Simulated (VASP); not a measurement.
# AgCl (measured structure): a r²SCAN single-point calculation in VASP

INCAR

```
ALGO = Normal
NELM = 120
IBRION = -1
LWAVE = .FALSE.
ISIF = 2
LASPH = .TRUE.
LREAL = .FALSE.
LCHARG = .FALSE.
METAGGA = R2SCAN
NSW = 0
SIGMA = 0.01
ENCUT = 520
ISMEAR = 0
EDIFF = 1E-7
NBANDS = 16
PREC = Accurate
```

KPOINTS

```
KPOINTS created by Atomic Simulation Environment
0
Gamma
8 8 8
0 0 0
```

KPOINTS_OPT

```
special points
8
Reciprocal
0.0000000000 0.0000000000 0.0000000000 1
0.5000000000 0.0000000000 0.5000000000 1
0.6250000000 0.2500000000 0.6250000000 1
0.3750000000 0.3750000000 0.7500000000 1
0.5000000000 0.5000000000 0.5000000000 1
0.5000000000 0.2500000000 0.7500000000 1
0.0375000000 0.0375000000 0.0750000000 1
0.0000000000 0.0000000000 0.5000000000 1
```

POSCAR

```
Ag Cl
 1.0000000000000000
     0.0000000000000000    2.7731725636721740    2.7731725636721740
     2.7731725636721740    0.0000000000000000    2.7731725636721740
     2.7731725636721740    2.7731725636721740    0.0000000000000000
 Ag  Cl
   1   1
Cartesian
 -0.0000000000000000 -0.0000000000000000 -0.0000000000000000
  2.7731725636721736  2.7731725636721736  2.7731725636721736
```

VASP ran with the recommended PBE PAW datasets (18 valence electrons in the cell).

Command

```
mpirun -np 1 vasp_std
```

From OUTCAR

```
k-points           NKPTS =     29   k-points in BZ     NKDIM =     29   number of bands    NBANDS=     16

   NELECT =      18.0000    total number of electrons

   dimension x,y,z NGX =    30 NGY =   30 NGZ =   30
   dimension x,y,z NGXF=    60 NGYF=   60 NGZF=   60

  energy-cutoff  :      520.00
  volume of cell :       42.65
      direct lattice vectors                 reciprocal lattice vectors
     0.000000000  2.773172564  2.773172564    -0.180298913  0.180298913  0.180298913
     2.773172564  0.000000000  2.773172564     0.180298913 -0.180298913  0.180298913
     2.773172564  2.773172564  0.000000000     0.180298913  0.180298913 -0.180298913

 k-points in reciprocal lattice and weights: KPOINTS created by Atomic Simulation Env
   0.00000000  0.00000000  0.00000000       0.002
   0.12500000  0.00000000  0.00000000       0.016
   0.25000000  0.00000000  0.00000000       0.016
   0.37500000  0.00000000  0.00000000       0.016
   0.50000000  0.00000000  0.00000000       0.008
   0.12500000  0.12500000  0.00000000       0.012
   0.25000000  0.12500000  0.00000000       0.047
   0.37500000  0.12500000  0.00000000       0.047
   ...

 E-fermi :   3.6658

 k-point     1 :       0.0000    0.0000    0.0000
  band No.  band energies     occupation
      1     -12.2767      2.00000
      2       1.0917      2.00000
      3       1.0917      2.00000
      4       1.0917      2.00000
      5       1.1044      2.00000
      6       1.1044      2.00000
      7       1.1044      2.00000
      8       1.1553      2.00000
      9       1.1553      2.00000
     10       4.9591      0.00000
     11      14.8745      0.00000
     12      14.8745      0.00000
     13      14.8745      0.00000
     14      16.3017      0.00000
     15      17.7496      0.00000
     16      17.7496      0.00000

 k-point     2 :       0.1250    0.0000    0.0000
  band No.  band energies     occupation
      1     -12.2172      2.00000
      2       0.3113      2.00000
      3       0.3693      2.00000
      4       0.3693      2.00000
      5       1.1589      2.00000
      6       1.1589      2.00000
      7       1.3771      2.00000
      8       1.9449      2.00000
      9       1.9449      2.00000
     10       5.6456      0.00000
     11      13.4957      0.00000
     12      14.6035      0.00000
     13      14.6035      0.00000
     14      16.2481      0.00000
     15      16.2481      0.00000
     16      16.8914      0.00000

 k-point     3 :       0.2500    0.0000    0.0000
  band No.  band energies     occupation
      1     -12.0678      2.00000
      2      -0.7216      2.00000
      3      -0.2241      2.00000
      4      -0.2241      2.00000
      5       1.2828      2.00000
      6       1.2828      2.00000
      7       1.5444      2.00000
      8       2.7241      2.00000
      9       2.7241      2.00000
     10       6.9674      0.00000
     11      11.8539      0.00000
     12      13.3449      0.00000
     13      13.3449      0.00000
     14      16.4149      0.00000
     15      16.4149      0.00000
     16      16.7436      0.00000

 k-point     4 :       0.3750    0.0000    0.0000
  band No.  band energies     occupation
      1     -11.9093      2.00000
      2      -1.5075      2.00000
      3      -0.6023      2.00000
      4      -0.6023      2.00000
      5       1.4112      2.00000
      6       1.4112      2.00000
      7       1.7082      2.00000
      8       3.3112      2.00000
      9       3.3112      2.00000
     10       7.9823      0.00000
     11      10.8807      0.00000
     12      12.2276      0.00000
     13      12.2276      0.00000
     14      17.0263      0.00000
     15      17.3103      0.00000
     16      17.3103      0.00000

 k-point     5 :       0.5000    0.0000    0.0000
  band No.  band energies     occupation
      1     -11.8408      2.00000
      2      -1.7969      2.00000
      3      -0.7320      2.00000
      4      -0.7320      2.00000
      5       1.4659      2.00000
      6       1.4659      2.00000
      7       1.7843      2.00000
      8       3.5364      2.00000
      9       3.5364      2.00000
     10       8.2423      0.00000
     11      10.6984      0.00000
     12      11.8091      0.00000
     13      11.8091      0.00000
     14      17.6212      0.00000
     15      17.9250      0.00000
     16      17.9250      0.00000

 k-point     6 :       0.1250    0.1250    0.0000
  band No.  band energies     occupation
      1     -12.1996      2.00000
      2      -0.1849      2.00000
      3       0.6562      2.00000
      4       0.6562      2.00000
      5       1.0568      2.00000
      6       1.1820      2.00000
      7       1.5401      2.00000
      8       1.5401      2.00000
      9       2.0281      2.00000
     10       5.9131      0.00000
     11      13.7542      0.00000
     12      14.1557      0.00000
     13      14.4496      0.00000
     14      14.4496      0.00000
     15      18.0551      0.00000
     16      18.1478      0.00000

 k-point     7 :       0.2500    0.1250    0.0000
  band No.  band energies     occupation
      1     -12.0857      2.00000
      2      -0.7632      2.00000
      3       0.0915      2.00000
      4       0.1619      2.00000
      5       1.1222      2.00000
      6       1.3052      2.00000
      7       1.6019      2.00000
      8       2.0379      2.00000
      9       2.5915      2.00000
     10       6.9987      0.00000
     11      12.1417      0.00000
     12      12.8785      0.00000
     13      13.9325      0.00000
     14      15.0226      0.00000
     15      17.6532      0.00000
     16      18.2348      0.00000

 k-point     8 :       0.3750    0.1250    0.0000
  band No.  band energies     occupation
      1     -11.9358      2.00000
      2      -1.2856      2.00000
      3      -0.5039      2.00000
      4      -0.3423      2.00000
      5       1.2677      2.00000
      6       1.4362      2.00000
      7       1.6872      2.00000
      8       2.6958      2.00000
      9       3.1054      2.00000
     10       8.0857      0.00000
     11      10.6583      0.00000
     12      12.2749      0.00000
     13      13.0085      0.00000
     14      15.9868      0.00000
     15      18.0104      0.00000
     16      18.1241      0.00000

 k-point     9 :       0.5000    0.1250    0.0000
  band No.  band energies     occupation
      1     -11.8388      2.00000
      2      -1.6199      2.00000
      3      -0.7192      2.00000
      4      -0.6397      2.00000
      5       1.4067      2.00000
      6       1.4801      2.00000
      7       1.7533      2.00000
      8       3.1923      2.00000
      9       3.2498      2.00000
     10       8.7263      0.00000
     11       9.9116      0.00000
     12      12.1657      0.00000
     13      12.2907      0.00000
     14      17.0770      0.00000
     15      18.0833      0.00000
     16      18.7972      0.00000

 k-point    10 :      -0.3750    0.1250    0.0000
  band No.  band energies     occupation
      1     -11.8588      2.00000
      2      -1.5657      2.00000
      3      -0.6969      2.00000
      4      -0.5805      2.00000
      5       1.4176      2.00000
      6       1.4480      2.00000
      7       1.7415      2.00000
      8       2.8583      2.00000
      9       3.4991      2.00000
     10       8.6848      0.00000
     11      10.1204      0.00000
     12      12.1262      0.00000
     13      12.1808      0.00000
     14      16.9912      0.00000
     15      17.9478      0.00000
     16      18.4917      0.00000

 k-point    11 :      -0.2500    0.1250    0.0000
  band No.  band energies     occupation
      1     -11.9822      2.00000
      2      -1.1175      2.00000
      3      -0.5184      2.00000
      4      -0.1469      2.00000
      5       1.2937      2.00000
      6       1.3843      2.00000
      7       1.6718      2.00000
      8       2.2879      2.00000
      9       3.2978      2.00000
     10       7.8129      0.00000
     11      11.2390      0.00000
     12      12.3305      0.00000
     13      12.8392      0.00000
     14      15.8464      0.00000
     15      17.9256      0.00000
     16      18.0410      0.00000

 k-point    12 :      -0.1250    0.1250    0.0000
  band No.  band energies     occupation
      1     -12.1298      2.00000
      2      -0.4223      2.00000
      3      -0.1373      2.00000
      4       0.3705      2.00000
      5       1.1857      2.00000
      6       1.2825      2.00000
      7       1.6527      2.00000
      8       1.7189      2.00000
      9       2.7058      2.00000
     10       6.5438      0.00000
     11      12.8186      0.00000
     12      13.0437      0.00000
     13      14.1442      0.00000
     14      15.1603      0.00000
     15      17.0989      0.00000
     16      17.9560      0.00000

 ...

  Total       -0.0291038     -0.0291038     -0.0291038      0.0000000      0.0000000     -0.0000000
  in kB       -1.0931997     -1.0931997     -1.0931997      0.0000000      0.0000000     -0.0000000
  external PRESSURE =      -1.0931997 kB  Pullay stress =       0.0000000 kB

 POSITION                                       TOTAL-FORCE (eV/Angst)
 -----------------------------------------------------------------------------------
      0.00000      0.00000      0.00000         0.000000      0.000000      0.000000
      2.77317      2.77317      2.77317        -0.000000     -0.000000     -0.000000
 -----------------------------------------------------------------------------------
    total drift:                               -0.000000      0.000000      0.000000

  FREE ENERGIE OF THE ION-ELECTRON SYSTEM (eV)
  ---------------------------------------------------
  free  energy   TOTEN  =       -28.6432183337 eV

  energy  without entropy=      -28.6432183337  energy(sigma->0) =      -28.64321833
```

```json
{
 "gap between bands v and c": "1.42 eV",
 "least direct gap": "3.55 eV",
 "pressure": "-0.1 GPa"
}
```

Band v is the last that the valence electrons fill when counted band by band, and c is the next.

The run took about 85 s on one core of a shared host (Intel Xeon Platinum 8488C) and held 0.18 GiB at most.
